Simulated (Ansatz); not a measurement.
Crystal: CdS (Greenockite).

```xyz
4
Lattice="4.1500 0.0000 0.0000 -2.0750 3.5940 0.0000 0.0000 0.0000 6.7370" Properties=species:S:1:pos:R:3 pbc="T T T"
Cd    2.0750    1.1980    3.3685
Cd    0.0000    2.3960    0.0000
S     2.0750    1.1980    5.8949
S     0.0000    2.3960    2.5264
```

Program: Ansatz 0.2.0. Alike in all runs: potentials or basis Ansatz PAW; cell as given; cutoff (eV) 420. Hardware: 2 threads of Intel(R) Xeon(R) Processor @ 2.50GHz (Skylake/Cascade Lake) (shared host).

Q: Order these runs on this cell by their wall time, lowest first.
A. task band structure; level LDA; spin off; k mesh 7 × 7 × 4; smearing fermi-dirac 0.05 eV; points for each segment of the path 14
B. task band structure; level PBE; spin SOC, no magnetisation; k mesh 5 × 5 × 3; smearing fermi-dirac 0.05 eV; points for each segment of the path 14
C. task single point; level PBE; spin off; k mesh 7 × 7 × 4; smearing gaussian 0.019 eV
D. task Born charges and dielectric tensor; level LDA; spin off; k mesh 7 × 7 × 4; smearing fixed

A: C (5.8 s), A (19 s), B (110 s), D (270 s).
